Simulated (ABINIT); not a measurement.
# TePb (Pm-3m) in ABINIT: further runs, part 2 of 2

ABINIT 10.8.3 (patched build).

**4. Band structure, AM05, spin-orbit coupling, no magnetisation**

Input file run.abi:

```
# Datasets: ground state, then fixed potential
ndtset 2

# Pseudopotentials
pp_dirpath "./"
pseudos "Pb.GGA_PBE-JTH.xml, Te.GGA_PBE-JTH.xml"

# Structure
acell 4.002287 4.002287 4.002287 Angstrom
rprim
     1.0000000000     0.0000000000     0.0000000000
     0.0000000000     1.0000000000     0.0000000000
     0.0000000000     0.0000000000     1.0000000000
ntypat 2
znucl 82 52
natom 2
typat 1 2
xred
     0.0000000000     0.0000000000     0.0000000000
     0.5000000000     0.5000000000     0.5000000000

# Plane-wave basis
ecut 22.0
pawecutdg 44.0

# Exchange and correlation
ixc -120135

# Bands and occupations
occopt 3
tsmear 0.05 eV

# Spin
nspinor 2
nspden 1
pawspnorb 1

# SCF cycle
nstep 100

# Output
iomode 3
prtwf 0
prteig 0
prtebands 0
enunit 1
prtden1 1

# Dataset 1
kptopt1 4
ngkpt1 7 7 7
nshiftk1 1
shiftk1 0.0 0.0 0.0
nband1 28
tolvrs1 1.0e-9

# Dataset 2: bands along G-X-M-G-R-X
iscf2 -2
getden2 1
nband2 40
nbdbuf2 8
tolwfr2 1.0e-11
kptopt2 -5
ndivsm2 8
prteig2 1
kptbounds2
     0.0000000000     0.0000000000     0.0000000000
     0.0000000000     0.5000000000     0.0000000000
     0.5000000000     0.5000000000     0.0000000000
     0.0000000000     0.0000000000     0.0000000000
     0.5000000000     0.5000000000     0.5000000000
     0.0000000000     0.5000000000     0.0000000000
```

Potentials or basis: JTH PAW PBE v2.0.

Started as:

```sh
abinit run.abi > log 2>&1
```

run.abo:

```text
.Version 10.8.3 of ABINIT
 DATASET    1 : space group P4 3 2 (#207); Bravais cP (primitive cubic)
================================================================================
 Values of the parameters that define the memory need for DATASET  1.
     intxc =       0    ionmov =       0      iscf =      17    lmnmax =      18
     lnmax =       6     mgfft =      32  mpssoang =       3    mqgrid =    3001
     natom =       2  nloc_mem =       2    nspden =       1   nspinor =       2
    nsppol =       1      nsym =      24    n1xccc =       1    ntypat =       2
    occopt =       3   xclevel =       2
       mpw =        2164          nfft =       32768          nkpt =          21
 PAW method is used; the additional fine FFT grid is defined by:
   mgfftf=        48    nfftf =    110592
================================================================================
================================================================================

 DATASET    2 : space group P4 3 2 (#207); Bravais cP (primitive cubic)
[... 1360 lines left out ...]
 -18.98564  -18.98564  -18.97228  -18.97228  -16.44477  -16.44477  -16.40563  -16.40563
 -16.40051  -16.40051  -11.52036  -11.52036   -9.55147   -9.55147   -1.63935   -1.63935
  -0.88622   -0.88622   -0.75476   -0.75476   -0.49688   -0.49688    1.34512    1.34512
   2.32215    2.32215    4.75968    4.75968    6.41024    6.41024   11.01182   11.01182
  11.49942   11.49942   11.61171   11.61171   11.99398   11.99589   12.08716   12.13207

== END DATASET(S) ==============================================================
================================================================================

 -outvars: echo values of variables after computation  --------
            acell      7.5632263073E+00  7.5632263073E+00  7.5632263073E+00 Bohr
           etotal1    -6.9599182574E+01
            fcart1    -0.0000000000E+00 -0.0000000000E+00 -0.0000000000E+00
                      -0.0000000000E+00 -0.0000000000E+00 -0.0000000000E+00
           strten1     8.4782237060E-05  8.4782237060E-05  8.4782237060E-05
                       0.0000000000E+00  0.0000000000E+00  0.0000000000E+00
           xangst      0.0000000000E+00  0.0000000000E+00  0.0000000000E+00
                       2.0011435000E+00  2.0011435000E+00  2.0011435000E+00
             xred      0.0000000000E+00  0.0000000000E+00  0.0000000000E+00
                       5.0000000000E-01  5.0000000000E-01  5.0000000000E-01
 Calculation completed.
```

It took 3.4 min on 1 thread of Intel Xeon 6975P-C (Granite Rapids), shared host; peak memory 0.24 GiB.

Results:

```
Free energy                                           : -1893.8902 eV
Pressure                                              : -2.5 GPa
Band gap on the k mesh                                : none (metal or under the smearing width)
Valence electrons inside the program's atomic spheres : Pb 11.32; Te 3.08
```

Levels at the corners of the path, in eV from the Fermi level:
```tsv
point	band 16	band 17	band 18	band 19	band 20	band 21	band 22	band 23	band 24	band 25
Γ	-2.19	-1.17	-1.17	-1.17	-1.17	3.67	3.67	4.11	4.11	4.11
X	-0.94	-0.19	-0.19	-0.06	-0.06	0.20	0.20	2.04	2.04	3.02
M	-4.39	-4.34	-4.34	0.23	0.23	2.76	2.76	4.07	4.07	4.43
Γ	-2.19	-1.17	-1.17	-1.17	-1.17	3.67	3.67	4.11	4.11	4.11
R	-2.81	-2.23	-2.23	-2.23	-2.23	-1.81	-1.81	-0.57	-0.57	-0.57
X	-0.94	-0.19	-0.19	-0.06	-0.06	0.20	0.20	2.04	2.04	3.02
```

Caveat: the PAW data sets were made with another functional, which shifts forces and pressure a little.

**5. Band structure, LDA**

Changes to run.abi since step 4:

```diff
@@ -5,6 +5,6 @@
 pp_dirpath "./"
-pseudos "Pb.GGA_PBE-JTH.xml, Te.GGA_PBE-JTH.xml"
+pseudos "Pb.hgh, Te.hgh"
 
 # Structure
-acell 4.002287 4.002287 4.002287 Angstrom
+acell 7.5632263022 7.5632263022 7.5632263022
 rprim
@@ -22,7 +22,6 @@
 # Plane-wave basis
-ecut 22.0
-pawecutdg 44.0
+ecut 16.0
 
 # Exchange and correlation
-ixc -120135
+ixc 7
 
@@ -30,8 +29,3 @@
 occopt 3
-tsmear 0.05 eV
-
-# Spin
-nspinor 2
-nspden 1
-pawspnorb 1
+tsmear 0.00183747
 
@@ -45,3 +39,2 @@
 prtebands 0
-enunit 1
 prtden1 1
@@ -49,3 +42,3 @@
 # Dataset 1
-kptopt1 4
+kptopt1 1
 ngkpt1 7 7 7
@@ -53,4 +46,4 @@
 shiftk1 0.0 0.0 0.0
-nband1 28
-tolvrs1 1.0e-9
+nband1 9
+tolvrs1 1.0e-10
 
@@ -59,8 +52,9 @@
 getden2 1
-nband2 40
-nbdbuf2 8
+nband2 15
+nbdbuf2 4
 tolwfr2 1.0e-11
 kptopt2 -5
-ndivsm2 8
+ndivsm2 6
 prteig2 1
+prtvol2 -3
 kptbounds2
```

Potentials or basis: HGH LDA.

Started as:

```sh
abinit run.abi > log 2>&1
```

Wall time 8.7 s (1 thread of Intel Xeon 6975P-C (Granite Rapids), shared host); peak memory 0.11 GiB.

The run converged. Its results:

```yaml
Free_energy: -323.8776 eV
Band_gap_on_the_k_mesh: none (metal or under the smearing width)
Valence_electrons_inside_the_program's_atomic_spheres: Pb 1.02; Te 2.15
```

Levels at the corners of the path, in eV from the Fermi level:
| point | band 2 | band 3 | band 4 | band 5 | band 6 | band 7 | band 8 | band 9 |
| --- | --- | --- | --- | --- | --- | --- | --- | --- |
| Γ | -6.86 | -1.53 | -1.53 | -1.53 | 4.09 | 4.09 | 5.13 | 5.13 |
| X | -9.09 | -0.75 | -0.14 | -0.14 | 0.11 | 2.28 | 2.28 | 5.66 |
| M | -7.97 | -4.37 | -4.37 | 0.29 | 3.44 | 3.72 | 3.72 | 6.10 |
| Γ | -6.86 | -1.53 | -1.53 | -1.53 | 4.09 | 4.09 | 5.13 | 5.13 |
| R | -7.21 | -2.46 | -2.46 | -2.46 | -1.07 | -1.07 | -1.07 | 13.53 |
| X | -9.09 | -0.75 | -0.14 | -0.14 | 0.11 | 2.28 | 2.28 | 5.66 |

Caveat: the cutoff is too short for stress, so the log's stress isn't used; spin-orbit coupling is left out, which moves the levels of the heavy elements; HGH potentials are hard and often keep d shells in the core, so these values are rough.

**6. Equation of state, PBE, spin-orbit coupling, no magnetisation**

Input file run.abi:

```
# Datasets: one volume each
ndtset 7
getwfk -1
scalecart1 3*0.9795861087
scalecart2 3*0.9864848297
scalecart3 3*0.9932883884
scalecart4 3*1.0000000000
scalecart5 3*1.0066227096
scalecart6 3*1.0131594038
scalecart7 3*1.0196128224

# Pseudopotentials
pp_dirpath "./"
pseudos "Pb.GGA_PBE-JTH_sp.xml, Te.GGA_PBE-JTH.xml"

# Structure
acell 3*1.0 Angstrom
rprim
     4.0022870000     0.0000000000     0.0000000000
     0.0000000000     4.0022870000     0.0000000000
     0.0000000000     0.0000000000     4.0022870000
ntypat 2
znucl 82 52
natom 2
typat 1 2
xred
     0.0000000000     0.0000000000     0.0000000000
     0.5000000000     0.5000000000     0.5000000000

# Plane-wave basis
ecut 15.0
pawecutdg 30.0

# k points
kptopt 4
ngkpt 7 7 7
nshiftk 1
shiftk 0.0 0.0 0.0

# Exchange and correlation
ixc 11

# Bands and occupations
nband 18
occopt 3
tsmear 0.00183747

# Spin
nspinor 2
nspden 1
pawspnorb 1

# SCF cycle
nstep 100
tolvrs 1.0e-9

# Output
iomode 3
prtwf 1
prtden 0
prteig 0
prtebands 0
```

Potentials or basis: JTH PAW PBE v2.0 sp.

Started as:

```sh
abinit run.abi > log 2>&1
```

It took 92 s on 1 thread of Intel Xeon 6975P-C (Granite Rapids), shared host; peak memory 0.15 GiB.

The run converged. Its results:

| Property | Result |
| --- | --- |
| Equilibrium volume | 31.90 Å³/atom |
| Bulk modulus | 40 GPa |
| Pressure derivative of the bulk modulus | 4.9 |

Energy against volume, from the lowest point:
| volume (Å³/atom) | energy (meV/atom) |
| --- | --- |
| 30.132 | 13.43 |
| 30.773 | 5.17 |
| 31.414 | 0.83 |
| 32.055 | 0.00 |
| 32.696 | 2.26 |
| 33.337 | 7.27 |
| 33.978 | 14.72 |

Caveat: pressures at fixed basis lie under the slope of the energies; this set keeps more shells in the core, which shifts pressures and gaps.

**7. The runs side by side**

| task | level | potentials or basis | spin | cutoff (eV) | fine-grid cutoff | gap on the mesh (eV) | pressure (GPa) |
| --- | --- | --- | --- | --- | --- | --- | --- |
| band structure | PBE | PseudoDojo NC SR PBE v0.4.1 standard | off | 1088 | - | none | 0.0 |
| band structure | SOGGA | JTH PAW PBE v2.0 | off | 599 | 1197.3 eV | none | -3.6 |
| band structure | AM05 | JTH PAW PBE v2.0 | SOC, no magnetisation | 599 | 1197.3 eV | none | -2.5 |
| equation of state | PBE | JTH PAW PBE v2.0 sp | SOC, no magnetisation | 408 | 816.342 eV | - | - |

Alike in all rows: cell as given; k mesh 7 × 7 × 7; smearing fermi-dirac 0.05 eV.

Caveats: spin-orbit coupling is left out, which moves the levels of the heavy elements (some runs); the PAW data sets were made with another functional, which shifts forces and pressure a little (some runs); pressures at fixed basis lie under the slope of the energies (some runs); this set keeps more shells in the core, which shifts pressures and gaps (some runs).

Absolute energies hang on the potentials; compare differences alone.
